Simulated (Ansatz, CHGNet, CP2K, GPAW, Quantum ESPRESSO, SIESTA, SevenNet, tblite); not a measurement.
# Generalised stacking fault on (111) (glide set) of a GaP-AlP solid solution (72 atoms) in SIESTA, part 2 of 2

Aim: run generalised stacking fault on (111) (glide set) of a GaP-AlP solid solution (72 atoms) in SIESTA and see how near its forces come to a plane-wave reference, and at what cost.

Program: SIESTA 5.4.2; the method stands at each step. Banners, paths, timers and routine set-up lines are dropped from the logs unmarked, and long logs keep their key lines alone; longer cuts are marked. The potentials were converted by us to PSML.

So far, spacing of highest filled and lowest empty level: step 3 (VdW-DF2, PBE potentials, DZP, shift 0.01 Ry, mesh 300 Ry) 0.586.

### 4. PBE, TZP, shift 0.01 Ry, mesh 300 Ry

Method: Kohn-Sham DFT, PBE, PseudoDojo 0.4.1 norm-conserving pseudopotentials (converted to PSML), numerical atomic orbitals (TZP), diagonalisation.

input.fdf

```
SystemLabel cell
NumberOfAtoms 72
NumberOfSpecies 3
%block ChemicalSpeciesLabel
  1 13 Al
  2 15 P
  3 31 Ga
%endblock ChemicalSpeciesLabel
LatticeConstant 1.0 Ang
%block LatticeVectors
  6.68331 0.00000 0.00000
  0.00000 11.57583 0.00000
  1.11391 0.00000 19.10326
%endblock LatticeVectors
PAO.BasisSize TZP
PAO.EnergyShift 0.01 Ry
XC.Functional GGA
XC.Authors PBE
MeshCutoff 300 Ry
%block kgrid_Monkhorst_Pack
  1 0 0 0.0
  0 1 0 0.0
  0 0 1 0.0
%endblock kgrid_Monkhorst_Pack
SolutionMethod diagon
OccupationFunction FD
ElectronicTemperature 580 K
SCF.Mixer.Method Pulay
SCF.Mixer.Weight 0.05
SCF.Mixer.History 8
SCF.Mix Hamiltonian
MaxSCFIterations 300
SCF.DM.Tolerance 1e-04
SCF.H.Tolerance 1.0e-3 eV
WriteForces T
Write.HirshfeldPop T
Write.VoronoiPop T
Write.DM F
Write.H F
XML.Write F
AtomicCoordinatesFormat Fractional
%block AtomicCoordinatesAndAtomicSpecies
[... 72 atom lines left out: the same atoms as in the first run ...]
%endblock AtomicCoordinatesAndAtomicSpecies
```

Run with:

```sh
OMP_NUM_THREADS=1 mpirun -np 2 siesta < input.fdf > output.txt
```

Log:

```text
Version         : 5.4.2
reinit: System Name:
reinit: System Label: cell
initatom: Reading input for the pseudopotentials and atomic orbitals ----------
Species number:   1 Atomic number:   13 Label: Al
Species number:   2 Atomic number:   15 Label: P
Species number:   3 Atomic number:   31 Label: Ga
Ground state valence configuration (from tables):   3s02  3p01  3d00  4f00
Ground state valence configuration (from tables):   3s02  3p03  3d00  4f00
Ground state valence configuration (from tables):   4s02  4p01  4d00  4f00
---- Processing specs for species: Al
[... lines left out ...]
        iscf     Eharris(eV)        E_KS(eV)     FreeEng(eV)     dDmax    Ef(eV) dHmax(eV)
[... lines left out ...]
SCF Convergence by DM+H criterion
[... lines left out ...]
SCF cycle converged after 19 iterations
[... lines left out ...]
   Max    2.478239
[... lines left out ...]
   Max    2.478239    constrained
Stress tensor Voigt[x,y,z,yz,xz,xy] (kbar):       31.47     -102.10      -16.77        0.12        3.19        0.86
[... lines left out ...]
siesta: FreeEng =    -45381.296996
[... lines left out ...]
siesta:         Fermi =      -3.511955
[... lines left out ...]
siesta:     0.000540   -0.063728    0.000074
siesta:     0.001991    0.000074   -0.010466
siesta: Cell volume =       1477.921043 Ang**3
siesta: Pressure (static):
siesta:                Solid            Molecule  Units
siesta:           0.00019805          0.00049260  Ry/Bohr**3
siesta:           0.01818393          0.04522874  eV/Ang**3
siesta:          29.13387239         72.46442281  kBar
    Orbital volume contribution        =          77.199895 eV
    (Free)E + p_basis*V_orbitals       =      -45304.097101 eV
    (Free)Eharris+ p_basis*V_orbitals  =      -45304.097108 eV
Hirshfeld Atomic Populations:
Atom #   charge [q] valence [e]  Species
     1     0.175998    2.824002  Al
     2    -0.159840    5.159840  P
     3     0.183292   12.816708  Ga
     4    -0.165461    5.165461  P
     5     0.220217   12.779783  Ga
     6    -0.161760    5.161760  P
     7     0.141047    2.858953  Al
[...]
9     0.184949   12.815051  Ga
[...]
11     0.178541    2.821459  Al
[...]
--------------------
 Total     0.000031
Voronoi Atomic Populations:
Atom #   charge [q] valence [e]  Species
[...]
59     0.195164    2.804836  Al
[...]
67     0.208019   12.791981  Ga
[...]
69     0.213276   12.786724  Ga
    70    -0.266775    5.266775  P
    71     0.218893    2.781107  Al
    72    -0.272372    5.272372  P
--------------------
 Total     0.000031
```

Run time: 5.1 min. Hardware: 2 MPI ranks of Arm Neoverse V1, shared host; peak memory 2 GiB; 10 min of CPU time.

Compared with the plane-wave run:

- r.m.s. force component: 0.5314 eV/Å
- r.m.s. difference of force components: 25.76 meV/Å
- longest difference of force vectors: 130.5 meV/Å
- force difference over r.m.s. force: 5.032 %
- slope of forces against the reference's: 1.037
- correlation of force components: 0.9995
- pressure: 2.913 GPa
- pressure difference: -0.0459 GPa

Against the first run (6.0 %), the force difference from the reference is 5.0 %, at 1.4 times the CPU time, with 1314 basis functions against 1026: the larger basis brings the forces nearer.

The run ends at a pressure of 2.91 GPa, with forces up to 3.2 eV/Å.

### 5. All runs compared

Differences are against the plane-wave reference, forces as r.m.s. over components; share is that over the reference's r.m.s. force, slope the least-squares factor from reference forces to these. Total energies of different programs have different zeros and aren't compared.

```
                                                            run  Δ force, r.m.s. (meV/Å)  share (%)  slope  Δ pressure (GPa)  Δ gap (eV)  cores  CPU time  memory (GiB)
                                                      reference                        -          -      -                 -           -      4    50 min           5.5
                    SIESTA PBE, DZP, shift 0.01 Ry, mesh 300 Ry                     30.5       5.96  1.041             0.163           -      2   7.3 min           1.7
SIESTA vdW-DF2, PBE potentials, DZP, shift 0.01 Ry, mesh 300 Ry                     67.7       13.2  1.045              4.29       0.137      2    16 min           2.4
                    SIESTA PBE, TZP, shift 0.01 Ry, mesh 300 Ry                     25.8       5.03  1.037           -0.0459           -      2    10 min           2.0
```

CPU time is summed over cores on a shared host, where runs went side by side, so it is rough. Symmetry, cutoffs, thresholds, outputs and thread counts weren't matched or tuned between programs; memory under MPI is the largest rank's times the ranks.

Mean charges by element (e), by run and scheme:

```
                                                            run     scheme     Al      P     Ga
                    SIESTA PBE, DZP, shift 0.01 Ry, mesh 300 Ry  Hirshfeld  +0.14  -0.17  +0.19
SIESTA vdW-DF2, PBE potentials, DZP, shift 0.01 Ry, mesh 300 Ry  Hirshfeld  +0.18  -0.20  +0.21
                    SIESTA PBE, TZP, shift 0.01 Ry, mesh 300 Ry  Hirshfeld  +0.15  -0.17  +0.19
```

### 6. Outcome

```json
{"nearest in forces": "SIESTA PBE, TZP, shift 0.01 Ry, mesh 300 Ry, 5.0 %", "its CPU time": "10 min"}
```

In words: The PBE runs in local orbitals differ by 5.0 % (SIESTA PBE, TZP, shift 0.01 Ry, mesh 300 Ry) to 6.0 % (SIESTA PBE, DZP, shift 0.01 Ry, mesh 300 Ry); basis, grid and potentials can all enter. Rows with another functional or a dispersion term differ by 13 % (SIESTA vdW-DF2, PBE potentials, DZP, shift 0.01 Ry, mesh 300 Ry), which mixes the change of model with differences of basis and potentials, some of them made for another functional. Of the electronic-structure runs that take under half the reference's CPU time, SIESTA PBE, TZP, shift 0.01 Ry, mesh 300 Ry comes nearest, at 5.0 % in 10 min against 50 min. The mean charges agree among these rows within 0.04 e. The reference's pressure holds the uncorrected Pulay stress of its 60 Ry basis, so small pressure differences, and their order, may be the reference's own error. The reference's stress is far from hydrostatic: its diagonal is -2.8, 10.0, 1.7 GPa, compression counted positive. The host structure and its lattice constant were typed by rule, without a check against the phase diagram. The reference's pressure of 3.0 GPa belongs to a cell and atoms that aren't relaxed at this level. The electronic-structure runs sample only Γ, in a cell whose shortest periodic width is 7 Å.

[Also dropped from logs without a mark: logging warnings of Python, and SIESTA's first energy breakdown and zero terms.]

[Logs are printed without paths, hosts, clocks, repeated set-up lines and the standing remarks that a program may print on its own settings, such as how far it seeks lower states.]

[Hosts, paths, dates, database ids (printed as entryN), source tags and the programs' standing remarks are cut or masked in the printed files.]
